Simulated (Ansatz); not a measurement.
**NaCl: phonons across the zone**

Method: Ansatz, DFT PBE, scalar-relativistic, plane waves, PAW. Plane waves to 420 eV; Γ-centred k mesh 8×8×4; fixed occupations. No spin polarisation. Phonons by linear response, acoustic sum rule imposed.

Relaxed structure:
```
CELL_PARAMETERS angstrom
3.84952 0.00000 0.00000
0.00000 3.84952 0.00000
0.00000 0.00000 6.69268
ATOMIC_POSITIONS crystal
Na 0.50000 0.50000 0.50000
Cl 0.00000 0.00000 0.50000
```

The structure comes from a generated guess, relaxed at this level; another structure or a mixture of phases may lie lower. No dispersion correction is applied, so modes and constants that involve weak contacts between layers, chains or molecules come out too soft.

Force constants from linear response on a 4×4×2 q mesh.

Problem. Is the structure dynamically stable on the q mesh?

Solution. No: at q = (-0.500, -0.500, 0.000) a mode is imaginary, 36i cm⁻¹.

Problem. Give the frequencies (cm⁻¹) at the zone-boundary points of high symmetry (interpolated where a point lies off the q mesh).

Solution.
```tsv
point	q	frequencies
X	0.000 0.500 0.000	30 69 124 161 191 226
M	0.500 0.500 0.000	36i 42 114 114 225 225
Z	0.000 0.000 0.500	≈0 ≈0 ≈0 136 208 208
R	0.000 0.500 0.500	38 79 124 161 190 222
A	0.500 0.500 0.500	33i 47 113 113 225 225
```
